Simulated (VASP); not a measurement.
# Zn (Immm) in VASP: single point with r2SCAN

Aim: the single point of Zn with r2SCAN.

Everything below comes from runs of VASP 6.6.1. Logs are shortened: lines on timing, memory, paths and dates and some standing lists are left out, and cuts for length are marked.

## 1. The cell of the first run

Symmetry: Immm, No. 71, orthorhombic system. The conventional cell has a = 2.570 Å, b = 2.987 Å, c = 3.930 Å, α = 90.00°, β = 90.00°, γ = 90.00°. Zn (site symmetry mmm) has 10 Zn at 2.57 to 2.78 Å as nearest neighbours.

This isn't the form of Zn at room conditions, which is hcp.

## 2. Single point, r2SCAN (strain -0.1500 x Voigt [0, 0, 0, 0, 1, 0], atoms carried along)

POSCAR reads:

```
Zn
1.0
   -0.1473582000      1.9647760000      1.9647760000
    1.8174178000      0.0000000000      1.8174178000
    1.9647760000      1.9647760000     -0.1473582000
Zn
1
Direct
    0.0000000000      0.0000000000      0.0000000000
```

INCAR.step1 reads:

```
ALGO = Normal
EDIFF = 1E-4
ENCUT = 520
GGA = PE
ISMEAR = 0
LASPH = T
LCHARG = F
LREAL = F
LWAVE = T
NBANDS = 12
NELM = 100
PREC = Accurate
SIGMA = 0.15
```

INCAR.step2 reads:

```
ALGO = Normal
EDIFF = 1E-7
ENCUT = 520
ISIF = 2
ISMEAR = 0
ISTART = 1
LASPH = T
LCHARG = F
LMIXTAU = T
LREAL = F
LWAVE = F
METAGGA = R2SCAN
NBANDS = 12
NELM = 100
PREC = Accurate
SIGMA = 0.15
```

KPOINTS reads:

```
k-points
0
Gamma
  20 20 20
```

Potentials or basis: VASP PAW PBE potentials, release 64 (Zn).

Started as:

```bash
> cat potpaw_PBE.64/Zn/POTCAR > POTCAR
> cp INCAR.step1 INCAR
> mpirun -np 1 vasp_std > vasp.out
> cp INCAR.step2 INCAR
> mpirun -np 1 vasp_std > vasp.out
```

OUTCAR:

```text
EDIFF = 1E-7
   ENCUT = 520
   ISIF = 2
   ISMEAR = 0
   ISTART = 1
   LASPH = T
   LREAL = F
   METAGGA = R2SCAN
   NELM = 100
   PREC = Accurate

 ion  position               nearest neighbor table
   1  0.000  0.000  0.000-

  LATTYP: Found a body centered orthorhombic cell.
 ALAT       =     2.5702169013
 B/A-ratio  =     1.1621621622
 C/A-ratio  =     1.5288795269

  Lattice vectors:

 A1 = (   1.9647760000,  -1.9647760000,  -0.1473582000)
 A2 = (  -1.9647760000,  -1.9647760000,   0.1473582000)
 A3 = (   0.1473582000,   1.9647760000,  -1.9647760000)

Analysis of symmetry for initial positions (statically):
=====================================================================
 Subroutine PRICEL returns:
 Original cell was already a primitive cell.

 Routine SETGRP: Setting up the symmetry group for a
 body centered orthorhombic supercell.

 Subroutine GETGRP returns: Found  8 space group operations
 (whereof  8 operations were pure point group operations)
 out of a pool of  8 trial point group operations.

The static configuration has the point symmetry D_2h.

Analysis of symmetry for dynamics (positions and initial velocities):
=====================================================================
 Subroutine PRICEL returns:
 Original cell was already a primitive cell.

 Routine SETGRP: Setting up the symmetry group for a
 body centered orthorhombic supercell.

 Subroutine GETGRP returns: Found  8 space group operations
 (whereof  8 operations were pure point group operations)
 out of a pool of  8 trial point group operations.

The dynamic configuration has the point symmetry D_2h.

 Subroutine INISYM returns: Found  8 space group operations
 (whereof  8 operations are pure point group operations),
 and found     1 'primitive' translations

----------------------------------------------------------------------------------------

                                     Primitive cell

  volume of cell :      15.0841

  direct lattice vectors                    reciprocal lattice vectors
    -0.147358200  1.964776000  1.964776000    -0.236727382  0.254481936  0.236727382
     1.817417800  0.000000000  1.817417800     0.275115606 -0.254481936  0.275115606
     1.964776000  1.964776000 -0.147358200     0.236727382  0.254481936 -0.236727382

  length of vectors
     2.782517547  2.570216901  2.782517547     0.420524390  0.464906710  0.420524390

  position of ions in fractional coordinates (direct lattice)
     0.000000000  0.000000000  0.000000000

  ion indices of the primitive-cell ions
   primitive index   ion index
                 1           1

----------------------------------------------------------------------------------------

 KPOINTS: k-points

Automatic generation of k-mesh.
 Grid dimensions read from file:
 generate k-points for:   20   20   20

 Generating k-lattice:

  Cartesian coordinates                     Fractional coordinates (reciprocal lattice)
    -0.011836369  0.012724097  0.011836369     0.050000000  0.000000000  0.000000000
     0.013755780 -0.012724097  0.013755780     0.000000000  0.050000000  0.000000000
     0.011836369  0.012724097 -0.011836369     0.000000000  0.000000000  0.050000000

  Length of vectors
     0.021026220  0.023245336  0.021026220

  Shift w.r.t. Gamma in fractional coordinates (k-lattice)
     0.000000000  0.000000000  0.000000000

 Subroutine IBZKPT returns following result:
 ===========================================

 Found   1166 irreducible k-points:

 Following reciprocal coordinates:
            Coordinates               Weight
  0.000000  0.000000  0.000000      1.000000
  0.050000  0.000000  0.000000      4.000000
  0.100000  0.000000 -0.000000      4.000000
  0.150000  0.000000 -0.000000      4.000000
  0.200000  0.000000 -0.000000      4.000000
  0.250000  0.000000 -0.000000      4.000000
[... 16 lines left out ...]
 -0.450000  0.050000  0.000000      8.000000
 -0.400000  0.050000  0.000000      8.000000
 [... further k-points ...]
   k-points           NKPTS =   1166   k-points in BZ     NKDIM =   1166   number of bands    NBANDS=     12
   number of dos      NEDOS =    301   number of ions     NIONS =      1
   total plane-waves  NPLWV =  11520
   dimension x,y,z NGX =    24 NGY =   20 NGZ =   24
   dimension x,y,z NGXF=    48 NGYF=   40 NGZF=   48
   ions per type =               1
   NGX,Y,Z   is equivalent  to a cutoff of  14.34, 12.94, 14.34 a.u.
   NGXF,Y,Z  is equivalent  to a cutoff of  28.68, 25.87, 28.68 a.u.
 SYSTEM =  unknown system
   PREC   = accura    normal or accurate (medium, high low for compatibility)
   ISTART =      1    job   : 0-new  1-cont  2-samecut
   ICHARG =      0    charge: 1-file 2-atom 10-const
   ISPIN  =      1    spin polarized calculation?
   LNONCOLLINEAR =      F non collinear calculations
   LSORBIT =      F    spin-orbit coupling
   LASPH  =      T    aspherical Exc in radial PAW
   ENCUT  =  520.0 eV  38.22 Ry    6.18 a.u.   5.17  4.78  5.17*2*pi/ulx,y,z
   NELM   =    100;   NELMIN=  2; NELMDL=  0     # of ELM steps
   EDIFF  = 0.1E-06   stopping-criterion for ELM
   LREAL  =      F    real-space projection
   EDIFFG = 0.1E-05   stopping-criterion for IOM
   NSW    =      0    number of steps for IOM
   IBRION =     -1    ionic relax: 0-MD 1-quasi-New 2-CG
   NFREE  =      0    steps in history (QN), initial steepest desc. (CG)
   ISIF   =      2    stress and relaxation
   ISYM   =      2    0-nonsym 1-usesym 2-fastsym
   POTIM  = 0.5000    time-step for ionic-motion
   TEBEG  =    0.0;   TEEND  =   0.0 temperature during run
   PSTRESS=    0.0 pullay stress
   NELECT =      12.0000    total number of electrons
   NUPDOWN=      -1.0000    fix difference up-down
   EMIN   =  10.00;   EMAX   =-10.00  energy-range for DOS
   EFERMI =   0.00;   METHOD = LEGACY
   ISMEAR =     0;   SIGMA  =   0.15  broadening in eV -4-tet -1-fermi 0-gaus
   EFERMI_NEDOS =   21; number of points for ismear=-14 and -15
   IALGO  =     38    algorithm
   IMIX   =      4    mixing-type and parameters
     AMIX     =   0.40;   BMIX     =  1.00
     AMIX_MAG =   1.60;   BMIX_MAG =  1.00
  volume/ion in A,a.u.               =      15.08       101.79
  Fermi-wavevector in a.u.,A,eV,Ry     =   1.516918  2.866560 31.307558  2.301041
  Thomas-Fermi vector in A             =   2.626243
   LORBIT       =      0    0 simple, 1 ext, 2 COOP (PROOUT), +10 PAW based schemes
   METAGGA = R2SCAN    functional components
   LHFCALC =     F    Hartree Fock is set to
   AEXX    =    0.0000 exact exchange contribution
   IVDW    =     0    specifies the selected vdW correction
   LEPSILON=     F    determine dielectric tensor
   LRPA    =     F    only Hartree local field effects (RPA)
 non-spin polarized calculation
 Gauss-broadening in eV      SIGMA  =   0.15
  energy-cutoff  :      520.00
  volume of cell :       15.08
 maximum number of plane-waves:       418
 NGX is ok and might be reduce to    24
   NGX = 11   NGY =  9   NGZ = 11

 number of electron      12.0000006 magnetization

 Free energy of the ion-electron system (eV)
  ---------------------------------------------------
  ext. energy  EPLUGINS =         0.00000000
  ---------------------------------------------------
  free energy    TOTEN  =        -8.86473683 eV

  energy without entropy =       -8.86177742  energy(sigma->0) =       -8.86325712

 E-fermi :   2.9818     XC(G=0): -12.6791

 val. band max:        2.9723278988   @ k =   0.3000  -0.4000   0.0500
 cond. band min:       2.9818584072   @ k =   0.0500   0.5000  -0.0000
 fundamental gap:      0.0095305084
 Fermi energy:         2.9818137167

 k-point     1 :       0.0000    0.0000    0.0000
  band No.  band energies     occupation
      1      -7.8866      2.00000
      2      -5.1779      2.00000
      3      -5.1268      2.00000
      4      -4.7684      2.00000
      5      -4.5559      2.00000
      6      -4.5555      2.00000
      7      19.3393      0.00000
      8      19.7298      0.00000
      9      22.1786      0.00000
     10      23.8419      0.00000
     11      25.8289      0.00000
     12      25.9768      0.00000

 k-point     2 :       0.0500    0.0000    0.0000
  band No.  band energies     occupation
      1      -7.8162      2.00000
      2      -5.1750      2.00000
      3      -5.1277      2.00000
      4      -4.7620      2.00000
      5      -4.5577      2.00000
      6      -4.5551      2.00000
      7      18.0715      0.00000
      8      19.4655      0.00000
      9      22.9647      0.00000
     10      24.7116      0.00000
     11      25.5929      0.00000
     12      25.8550      0.00000

 k-point     3 :       0.1000    0.0000   -0.0000
  band No.  band energies     occupation
      1      -7.6079      2.00000
      2      -5.1669      2.00000
      3      -5.1279      2.00000
      4      -4.7458      2.00000
      5      -4.5617      2.00000
      6      -4.5515      2.00000
      7      15.7858      0.00000
      8      19.2873      0.00000
      9      23.6262      0.00000
     10      24.8921      0.00000
     11      25.5630      0.00000
     12      27.2459      0.00000
[... 286 lines left out ...]
 k-point    23 :      -0.4500    0.0500    0.0000
  band No.  band energies     occupation
      1      -5.8453      2.00000
      2      -5.1481      2.00000
      3      -4.7879      2.00000
      4      -4.4620      2.00000
      5      -4.2965      2.00000
      6      -0.9043      2.00000
      7       1.2280      2.00000
      8      18.9428      0.00000
      9      20.4725      0.00000
     10      22.4613      0.00000
     11      23.0038      0.00000
     12      26.8177      0.00000

 k-point    24 :      -0.4000    0.0500    0.0000
  band No.  band energies     occupation
      1      -5.8509      2.00000
      2      -5.1385      2.00000
      3      -4.7806      2.00000
      4      -4.4830      2.00000
      5      -4.3231      2.00000
      6      -2.0983      2.00000
      7       2.7591      1.96422
      8      19.2785      0.00000
      9      20.4100      0.00000
     10      22.7485      0.00000
     11      22.9778      0.00000
     12      26.7493      0.00000

 [... further k-points ...]

------------------------ aborting loop because EDIFF is reached ----------------------------------------

  FORCE on cell =-STRESS in cart. coord.  units (eV):
  Direction    XX          YY          ZZ          XY          YZ          ZX
  --------------------------------------------------------------------------------------
  -------------------------------------------------------------------------------------
  Total       -0.1850985     -0.3651325     -0.1850985      0.0000000      0.0000000      0.0203944
  in kB      -19.6604802    -38.7830323    -19.6604802      0.0000000      0.0000000      2.1662205
  external PRESSURE =     -26.0346642 kB  Pullay stress =       0.0000000 kB

 VOLUME and BASIS-vectors are now :
 -----------------------------------------------------------------------------
  energy-cutoff  :      520.00
  volume of cell :       15.08
      direct lattice vectors                 reciprocal lattice vectors
    -0.147358200  1.964776000  1.964776000    -0.236727382  0.254481936  0.236727382
     1.817417800  0.000000000  1.817417800     0.275115606 -0.254481936  0.275115606
     1.964776000  1.964776000 -0.147358200     0.236727382  0.254481936 -0.236727382

 POSITION                                       TOTAL-FORCE (eV/Angst)
 -----------------------------------------------------------------------------------
      0.00000      0.00000      0.00000        -0.000000      0.000000     -0.000000
 -----------------------------------------------------------------------------------
    total drift:                                0.000000      0.000000      0.000000

  FREE ENERGIE OF THE ION-ELECTRON SYSTEM (eV)
  ---------------------------------------------------
  free  energy   TOTEN  =        -8.8647368312 eV

  energy  without entropy=       -8.8617774169  energy(sigma->0) =       -8.86325712
```

Run time: 3.7 min. Hardware: 1 thread of Intel Xeon 6975P-C (Granite Rapids), shared host; peak memory 0.31 GiB.

What came out:

```
Free energy            : -8.8647 eV
Pressure               : -2.6 GPa
Band gap on the k mesh : none (metal or under the smearing width)
```

Caveat: the PAW data sets were made with another functional, which shifts forces and pressure a little.
